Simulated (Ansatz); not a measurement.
# NaF (Villiaumite) under changes of volume

One of the cells (12.487 Å³/atom); the others are scaled copies at fixed shape and fractional positions:

```
Na F
1.0
     0.00000    2.32000    2.32000
     2.32000    0.00000    2.32000
     2.32000    2.32000    0.00000
Na F
1 1
Direct
  0.00000 0.00000 0.00000
  0.50000 0.50000 0.50000
```

```yaml
Program: Ansatz 0.2.0
Functional: PBE
Potentials_or_basis: Ansatz PAW
Cutoff: "420 eV (not typed: the program's choice for these potentials)"
k_mesh: 10 × 10 × 10
Occupations: fermi-dirac, width 0.05 eV
Spin: no spin polarisation
```

| volume (Å³/atom) | energy over the lowest point (meV/atom) | pressure (GPa) | gap on the mesh (eV) |
| --- | --- | --- | --- |
| 11.738 | 20.33 | 5.7 | 6.64 |
| 11.988 | 12.53 | 4.3 | 6.52 |
| 12.237 | 6.76 | 3.0 | 6.41 |
| 12.487 | 2.91 | 1.9 | 6.29 |
| 12.737 | ? | ? | ? |
| 12.987 | 0.00 | 0.0 | 6.09 |
| 13.236 | 0.67 | -0.8 | 5.99 |

Task: What does the run at 12.737 Å³/atom give?

Result: Energy over the lowest point 0.72 meV/atom; pressure 0.9 GPa; gap on the mesh 6.19 eV.

Worked out: A Birch-Murnaghan fit of order 3 (a polynomial in V^(-2/3)) to the other rows has its minimum at 12.98 Å³/atom with B0 = V·E''(V) = 45 GPa and B' = 4.4. It gives 0.69 meV/atom at 12.737 Å³/atom, against the run's 0.72, and -dE/dV = 0.9 GPa, against 0.9. A straight line through the other rows of the gap, of slope -5.4 eV per unit of ln V (its deformation potential), gives 6.19 eV, against the run's 6.19.

Energies are extrapolated to zero smearing.

A mesh can miss the band edges.
